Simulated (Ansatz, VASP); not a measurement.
One calculation of C, 3 ways

The starting cell:

```
C
1.0
     0.00000    1.78337    1.78337
     1.78337    0.00000    1.78337
     1.78337    1.78337    0.00000
C
2
Direct
  0.75000 0.75000 0.75000
  0.50000 0.50000 0.50000
```

Alike in all runs: task relaxation of cell and atoms; functional RPBE; k mesh 13 × 13 × 13; occupations fermi-dirac, width 0.05 eV; no spin polarisation; no spin-orbit coupling.

```csv
program and potentials,plane-wave cutoff (eV),notes,equilibrium volume (Å³/atom)
"Ansatz, Ansatz PAW",420,"potentials made for PBE, which Ansatz adapts in part",5.78
"Ansatz, all-electron LAPW, scalar-relativistic",-,-,5.78
"VASP, PBE PAW files C, 600 eV",600,potentials made for PBE,5.77
```

The equilibrium volume spans 5.77 (VASP, PBE PAW files C, 600 eV) to 5.78 Å³/atom (Ansatz, Ansatz PAW), with all-electron results at 5.78. Some sets were made for another functional than the one run, which can shift their rows. Relaxations stop with a little pressure left, so the last digit of a volume isn't settled.

Differences between rows come from potentials, basis sets and numerical settings, since the functional is the same but for its coding. Runs on potential files found faulty are left out.

The three calculations give practically the same equilibrium volume for diamond, and the spread supports no ranking of the potentials. The close match with the all-electron result suggests that PBE-derived potentials carry over well to RPBE here. This is plausible for carbon, whose compact 1s core responds little to bonding and lies far below the 2s and 2p valence states. The stiff sp³ network helps too, since a small error in pressure changes the volume very little.

All three volumes are larger than that of the starting cell, which is close to the experimental one. As the all-electron calculation shows the same expansion, it probably comes from the functional rather than the potentials. RPBE exchange favours inhomogeneous densities more strongly than PBE does, which weakens bonds and typically lengthens them. Zero-point motion, absent from a static relaxation, would expand the lattice further and so doesn't explain the overestimate. Agreement at the equilibrium volume alone doesn't establish equal accuracy for the bulk modulus or for the energy relative to graphite.
